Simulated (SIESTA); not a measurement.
Crystal: MgO.

```xyz
2
Lattice="0.0000 2.0970 2.0970 2.0970 0.0000 2.0970 2.0970 2.0970 0.0000" Properties=species:S:1:pos:R:3 pbc="T T T"
Mg    0.0000    0.0000    0.0000
O     2.0970    2.0970    2.0970
```

The cell is a database's computed one.

```yaml
Program: SIESTA 5.4.2
Task: single point
Functional: PBE
Potentials_or_basis: PseudoDojo 0.4 standard (PBE files)
Basis: DZP (energy shift 0.002 Ry)
Grid_cutoff: 800 Ry
Energy_shift: 0.002 Ry
k_mesh: 11 × 11 × 11
Occupations: fermi-dirac, width 0.05 eV
Spin: no spin polarisation
```

On this cell: pressure 9.4 GPa; largest force zero by symmetry; band gap on the k mesh 4.74 eV, direct.

The same run follows on a disturbed copy (atoms moved at random, drawn with an rms of 0.05 Å):

```
Mg O
1.0
     0.00000    2.09700    2.09700
     2.09700    0.00000    2.09700
     2.09700    2.09700    0.00000
Mg O
1 1
Direct
  0.98355 0.02051 0.98418
  0.50225 0.49698 0.50691
```

Question: What does the disturbed cell give?

Answer: The energy moves by +13.6 meV/atom; pressure 10.3 GPa; largest force 0.634 eV/Å; band gap on the k mesh 4.73 eV, direct.

Forces in eV/Å, atoms in the order of the input:
```
Mg  -0.013  0.627 -0.071
O    0.011 -0.630  0.070
```

Stress tensor (GPa, compression positive):
```
 9.22  0.02  0.01
 0.02 12.36  0.08
 0.01  0.08  9.23
```

Caveats: semicore shells carry a single zeta, which can move pressures by several GPa and volumes by a few percent; the basis of atomic orbitals isn't converged, which shifts pressures, moduli and gaps.

